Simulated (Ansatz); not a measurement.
# FeO (Wuestite) (R-3m) in Ansatz: reference runs

How does FeO (Wuestite) come out in PBEsol? The cell is run as given and disturbed.

Everything below comes from runs of Ansatz 0.2.0. Logs are shortened: lines on timing, memory, paths and dates and some standing lists are left out, and cuts for length are marked.

### 1 Starting point

The structure is trigonal, space group R-3m (No. 166). Conventional cell: a = 3.038 Å, b = 3.038 Å, c = 7.559 Å, α = 90.00°, β = 90.00°, γ = 120.00°. Around Fe (site symmetry -3m) lie 6 O at 2.16 Å. O (site symmetry -3m) has 6 Fe at 2.16 Å as nearest neighbours.

### 2 Single point, PBEsol, collinear spin, ferromagnetic start

Contents of input.yaml:

```yaml
crystal:
  lattice:
    - [1.5188209023, 0.8768916568, 2.5195772846]
    - [-1.5188209023, 0.8768916568, 2.5195772846]
    - [0.0, -1.7537833136, 2.5195772846]
  atoms:
    - { symbol: Fe, position: [0.0, 0.0, 0.0], spin: 3.0 }
    - { symbol: O, position: [0.5, 0.5, 0.5] }
kpoints:
  mp_grid: { grid: [11, 11, 11] }
scf:
  occupations: { method: fermi_dirac, width: 0.05 }
hamiltonian:
  xc: pbesol
  pseudopotentials: { kind: all_electron, lapw: { basis_error: 0.001 } }
magnetization:
  spin_polarized: true
output:
  forces: true
  stress: true
  eigenvalues: true
  populations: true
```

Potentials or basis: all-electron LAPW, scalar-relativistic.

Run with:

```bash
$ ansatz run input.yaml --threads 2 --pin off --max-ram 6144MiB --backend cpu --events-out ev --progress --plain --runs-dir out
```

Standard output:

```text
Warning: RAYON_NUM_THREADS=2 ignored (pool sized by the plan → 2); use --threads N
Fe: projections on atomic orbitals take those of the free atom 1s2 2s2 2p6 3s2 3p6 3d6 4s2, of charge +0.00 (hamiltonian.pseudopotentials.projection_atoms)
O: projections on atomic orbitals take those of the free atom 1s2 2s2 2p4, of charge +0.00 (hamiltonian.pseudopotentials.projection_atoms)
LAPW: plane waves up to 9.553 Å⁻¹, error target 1.0e-3 eV per atom; small_component_spin mean_spin; O in spheres of 0.983 Å, 8 of its electrons in bands, Dirac shells []; Fe in spheres of 1.177 Å, 16 of its electrons in bands, Dirac shells [] (how accurate: hamiltonian.pseudopotentials.lapw.basis_error, Limitations)
Engine: ansatz 0.2.0, aarch64-unknown-linux-gnu
Pseudopotentials: kind: all_electron
Pseudopotential: Fe, LAPW, valence charge 16, lapw/all_electron/scalar/gaussian/Fe, Koelling and Harmon's equation, gaussian nucleus
Pseudopotential: O, LAPW, valence charge 8, lapw/all_electron/scalar/gaussian/O, Koelling and Harmon's equation, gaussian nucleus
Functional definition: PBEsol
  exchange = pbesol_x
  correlation = pbesol_c
Crystal: 2 atoms, lattice volume = 20.134 Å³
Basis set: ecut = 347.7288825373322 eV, 289 PW (Γ), exchange–correlation at level 2
Bands: 18, of which v1, the nominal top of the filled ones, is band 12 counted from 1 (11 counted from 0)
Symmetry: 12 space group operations
Space group: R-3m (ITA 166), of the structure as read, at distance tolerance 2.7e-5 Å
Magnetic group: BNS 166.97 (UNI 1327), of the structure as read, at distance tolerance 2.7e-5 Å
k-points: 146 of 1331
Non-local potential: Fe, projectors of the file, none
Non-local potential: O, projectors of the file, none
Initial density: superposition of atomic densities (chi_scale 0.1, normalization cell, long waves kept (reshape's long-wave potential 0.00 eV rms))
Starting moments: Σ|m| = 3 μB on 1 of 2 sites
Initial wavefunctions: plane waves of lowest kinetic energy (no species holds an atomic orbital)
Functional: x = pbesol(κ = 0.804, μ = 0.12345679012345678), c = pbesol(β = 0.046)
iter 1 solved again at ethr=6.89e-3 eV; its pass at ethr=1.00e-1 eV (dr2=1.65e0 eV) is discarded
SCF iter   1: F=—  HF=-36644.406805 eV  |F-HF|=—  |Δ(HF+E_count)|=         —  Δρ=6.19e-2 (↑5.37e-2 ↓6.19e-2)  dr2=1.65e0  dr2_m=2.87e-1  M=4.004 μB ∫|m|=4.004 μB  β_m=0.30  ethr=6.89e-3  ⟨swp⟩=2.0  Hψ=34217  notcnv=0
Mixer restart at iter 1: flushing history
preconditioner: auto → none  [metal: Δε(μ)=0.005 eV  Ē_g=13.955 eV  σ=0.050 eV  W_gap=0.03  n_scr=8 (ndim 8)  ℏωp=31.0 eV  f_vac=0.000  D(μ)=1.35/eV (n_scr^D=14)  sad-step TF]
SCF iter   2: F=—  HF=-36643.537071 eV  |F-HF|=—  |Δ(HF+E_count)|=   8.70e-1  Δρ=3.32e-2 (↑3.32e-2 ↓3.27e-2)  dr2=3.81e-1  dr2_m=1.28e-1  M=4.001 μB ∫|m|=4.002 μB  β_m=0.48  ethr=6.88e-3  ⟨swp⟩=2.0  Hψ=15476  notcnv=0
SCF iter   3: F=—  HF=-36643.491674 eV  |F-HF|=—  |Δ(HF+E_count)|=   4.54e-2  Δρ=1.90e-2 (↑1.72e-2 ↓1.90e-2)  dr2=2.55e-1  dr2_m=1.42e-2  M=4.002 μB ∫|m|=4.006 μB  β_m=0.49  ethr=1.59e-3  ⟨swp⟩=2.0  Hψ=15755  notcnv=0
iter 4 solved again at ethr=9.56e-6 eV; its pass at ethr=1.06e-3 eV (dr2=2.30e-3 eV) is discarded
SCF iter   4: F=—  HF=-36643.402176 eV  |F-HF|=—  |Δ(HF+E_count)|=         —  Δρ=3.73e-3 (↑3.73e-3 ↓3.57e-3)  dr2=2.29e-3  dr2_m=1.55e-3  M=4.001 μB ∫|m|=4.008 μB  β_m=0.49  ethr=9.56e-6  ⟨swp⟩=2.0  Hψ=25568  notcnv=0
Mixer restart at iter 4: flushing history
the basis was enlarged: its passes take 725.4 KiB over the memory plan, 2 of 2 planned eigensolver slots
SCF iter   5: F=—  HF=-36643.404364 eV  |F-HF|=—  |Δ(HF+E_count)|=   2.19e-3  Δρ=3.09e-3 (↑3.09e-3 ↓1.26e-3)  dr2=4.54e-3  dr2_m=2.64e-4  M=4.001 μB ∫|m|=4.010 μB  β_m=0.47  ethr=9.56e-6  ⟨swp⟩=3.0  Hψ=16768  notcnv=0
SCF iter   6: F=—  HF=-36643.402089 eV  |F-HF|=—  |Δ(HF+E_count)|=   2.28e-3  Δρ=1.35e-3 (↑1.35e-3 ↓1.23e-3)  dr2=1.82e-4  dr2_m=2.36e-4  M=4.001 μB ∫|m|=4.010 μB  β_m=0.57  ethr=9.56e-6  ⟨swp⟩=2.5  Hψ=14401  notcnv=0
SCF iter   7: F=—  HF=-36643.402722 eV  |F-HF|=—  |Δ(HF+E_count)|=   6.34e-4  Δρ=2.56e-4 (↑9.58e-5 ↓2.56e-4)  dr2=1.57e-5  dr2_m=4.16e-6  M=4.001 μB ∫|m|=4.011 μB  β_m=0.79  ethr=7.60e-7  ⟨swp⟩=2.9  Hψ=15198  notcnv=0
SCF iter   8: F=—  HF=-36643.402728 eV  |F-HF|=—  |Δ(HF+E_count)|=   6.11e-6  Δρ=3.55e-5 (↑2.52e-5 ↓3.55e-5)  dr2=5.56e-7  dr2_m=7.99e-9  M=4.001 μB ∫|m|=4.011 μB  β_m=0.67  ethr=6.52e-8  ⟨swp⟩=2.0  Hψ=14188  notcnv=0
SCF iter   9: F=—  HF=-36643.402726 eV  |F-HF|=—  |Δ(HF+E_count)|=   2.83e-6  Δρ=1.97e-5 (↑1.03e-5 ↓1.97e-5)  dr2=1.56e-7  dr2_m=6.65e-9  M=4.001 μB ∫|m|=4.011 μB  β_m=0.63  ethr=2.32e-9  ⟨swp⟩=3.0  Hψ=15298  notcnv=0
SCF iter  10: F=—  HF=-36643.402726 eV  |F-HF|=—  |Δ(HF+E_count)|=   1.14e-7  Δρ=3.85e-6 (↑2.38e-6 ↓3.85e-6)  dr2=4.13e-9  dr2_m=7.20e-10  M=4.001 μB ∫|m|=4.011 μB  β_m=0.82  ethr=6.50e-10  ⟨swp⟩=2.2  Hψ=14315  notcnv=0
SCF iter  11: F=-36643.402726 eV  HF=-36643.402726 eV  |F-HF|=3.64e-11  |Δ(HF+E_count)|=   1.81e-8  Δρ=4.04e-7 (↑1.89e-7 ↓4.04e-7)  dr2=2.80e-11  dr2_m=1.18e-11  M=4.001 μB ∫|m|=4.011 μB  ethr=1.72e-11  ⟨swp⟩=3.0  Hψ=14993  notcnv=0
SCF 1 converged in 11 iterations: F = -36643.402726 eV  dr2 = 2.80e-11
SCF converged after 11 iterations
Magnetization: 4.0013 μB (14.0007 up, 9.9993 down)
Absolute magnetization: 4.0115 μB (∫|ρ↑−ρ↓|)
Spin contamination: 0.0112 ħ² per cell (⟨S²⟩ above its minimum at these occupations)
Per-site moments (μB) at R_I (Å): [(3.6179487627249998, 1.1766164042340657), (0.32388108962762585, 0.9827407212421572)]
Free energy (F): -36643.402726 eV
Harris-Foulkes:  -36643.402726 eV  (|F-HF|=3.64e-11)
Internal energy: -36643.391249 eV  (E = F + TS)
E sigma→0 (E₀):  -36643.396987 eV
Entropy (-TS):   -0.011477 eV (-5.739 meV/atom)
Fermi energy:    14.483121 eV
--- Per-component energies (eV) ---
  E_band       = -1250.089526
  E_kinetic    = 37108.157793
  E_xc         = -1716.495751
  E_electrostatic = -72035.053291  (all electrons and nuclei)
  E_smearing   = -0.011477  (= −TS)
  E_closure    = 0.000000  (closes the sum)
  E_atoms      = -36626.719027  (free atoms, spherical and without spin; not in F)
  Σ components = -36643.402726   (vs F -36643.402726, Δ=0.00e0)
  Basis errors (estimates in eV, not in F): energy 3.6e-4 per atom: plane waves 3.2e-4 (1.8e-4 summed), levels above the bands 5.4e-127, relativity 4.4e-8, radial functions 3.6e-5, core shells 2.2e-8; eigenvalues (radial functions only) 5.5e-5; not estimated: angular momenta, meshes, grids; target (lapw.basis_error) 1.0e-3; muffin-tin radii O 0.983 Å, Fe 1.177 Å
--- Forces (eV/Å), atoms counted from 1 ---
  atom   1  Fe     0.00000000     0.00000000    -0.00000000
  atom   2  O      0.00000000     0.00000000    -0.00000000
  max |Σ_I F_I| component: 8.68e-30 eV/Å
--- Stress (GPa, compression-positive) ---
       -9.158829       0.000000       0.000000
        0.000000      -9.158829       0.000000
        0.000000       0.000000     -10.140385
  P = ⅓ Tr σ = -9.4860 GPa (-94.860 kbar)
--- Band table (eV; the first three rows and the last of 292) ---
  k-point 0 ↑: bands = ["-491.0487", "-75.1149", "-41.2864", "-41.2724", "-41.2724", "-6.2260", "10.5206", "10.5638", "10.6220", "10.6220", "10.6282", "10.6282", "10.8151", "10.8151", "14.3666", "29.4518", "30.9463", "31.3535"]
  k-point 1 ↑: bands = ["-491.0487", "-75.1144", "-41.2874", "-41.2763", "-41.2731", "-6.1424", "9.7115", "9.7866", "9.8568", "10.6597", "10.7021", "10.9768", "11.5733", "11.6039", "14.9602", "28.1949", "30.7402", "31.0768"]
  k-point 2 ↑: bands = ["-491.0487", "-75.1133", "-41.2925", "-41.2841", "-41.2747", "-5.9099", "8.4550", "9.0260", "9.1070", "10.8258", "10.8697", "11.1905", "12.4393", "12.4547", "16.1544", "26.2095", "29.7532", "30.0215"]
  k-point 145 ↓: bands = ["-490.7604", "-70.9960", "-37.3135", "-37.2640", "-37.2609", "-4.4874", "6.4979", "9.2416", "9.3654", "14.7940", "14.8609", "15.0240", "16.8300", "17.1618", "19.5364", "23.6019", "27.1265", "28.0237"]
--- Löwdin populations: 2 sites ---
  site symbol       q [e]    m [muB]
     0     Fe     24.8560     3.6259
     1      O      9.0053     0.3821
  spilling = 0.004080 (of n_electrons = 34.000000)
```

Run time: 27 s. Hardware: 2 threads of Arm Neoverse V2, shared host; peak memory 0.63 GiB.

What came out:

| Item | Value |
| --- | --- |
| Free energy | -36643.4027 eV |
| Pressure | -9.5 GPa |
| Band gap on the k mesh | none (metal or under the smearing width) |
| Net moment | 4.00 μB per cell |
| Absolute moment | 4.01 μB per cell |
| Site moments | Fe +3.62; O +0.32 μB |
| Loewdin charges | Fe +1.14; O -1.01 e |

Levels at points of the mesh, in eV from the Fermi level:
Spin up:
```tsv
k point	band 10	band 11	band 12	band 13	band 14	band 15	band 16	band 17	band 18
(0.00, 0.00, 0.00)	-3.86	-3.85	-3.85	-3.67	-3.67	-0.12	14.97	16.46	16.87
```
Spin down:
```tsv
k point	band 8	band 9	band 10	band 11	band 12	band 13
(0.00, 0.00, 0.00)	-3.28	-3.28	-0.80	-0.71	-0.71	0.15
```

Caveat: the atomic charges don't sum to the cell's charge; a cell with one magnetic atom can't hold antiferromagnetic order, which such compounds often take; semilocal functionals often make such compounds metallic where correlation or magnetic order opens a gap, which also shifts bond lengths.

### 3 Single point, PBEsol, collinear spin, ferromagnetic start (atoms moved at random, drawn with an rms of 0.05 Å)

Changes to input.yaml since step 2:

```diff
@@ -6,4 +6,4 @@
   atoms:
-    - { symbol: Fe, position: [0.0, 0.0, 0.0], spin: 3.0 }
-    - { symbol: O, position: [0.5, 0.5, 0.5] }
+    - { symbol: Fe, position: [0.003491, 0.000593, 0.001933], spin: 3.0 }
+    - { symbol: O, position: [0.481737, 0.518633, 0.481488] }
 kpoints:
```

Potentials or basis: all-electron LAPW, scalar-relativistic.

Run with:

```bash
$ ansatz run input.yaml --threads 2 --pin off --max-ram 6144MiB --backend cpu --events-out ev --progress --plain --runs-dir out
```

Run time: 3.3 min. Hardware: 2 threads of Arm Neoverse V2, shared host; peak memory 1.6 GiB.

It converged, with:

| Property | Result |
| --- | --- |
| Free energy | -36643.3929 eV |
| Pressure | -8.8 GPa |
| Largest force | 0.226 eV/Å |
| Band gap on the k mesh | none (metal or under the smearing width) |
| Net moment | 4.00 μB per cell |
| Absolute moment | 4.01 μB per cell |
| Site moments | Fe +3.59; O +0.32 μB |
| Loewdin charges | Fe +1.14; O -1.00 e |

Forces on the atoms (eV/Å):
```
Fe  -0.146  0.079 -0.153
O    0.146 -0.079  0.153
```

Stress tensor (GPa, compression positive):
```
-8.11 -0.64  0.86
-0.64 -8.83 -0.50
 0.86 -0.50 -9.53
```

Levels at points of the mesh, in eV from the Fermi level:
Spin up:
```
           k point  band 10  band 11  band 12  band 13  band 14  band 15  band 16  band 17  band 18
(0.00, 0.00, 0.00)    -3.86    -3.66    -3.53    -3.47    -3.16    -0.12    14.92    16.46    16.83
```
Spin down:
```tsv
k point	band 7	band 8	band 9	band 10	band 11	band 12	band 13	band 14
(0.00, 0.00, 0.00)	-3.47	-3.37	-3.34	-0.75	-0.67	-0.62	0.16	0.27
```

Caveat: the atomic charges don't sum to the cell's charge; a cell with one magnetic atom can't hold antiferromagnetic order, which such compounds often take; semilocal functionals often make such compounds metallic where correlation or magnetic order opens a gap, which also shifts bond lengths.
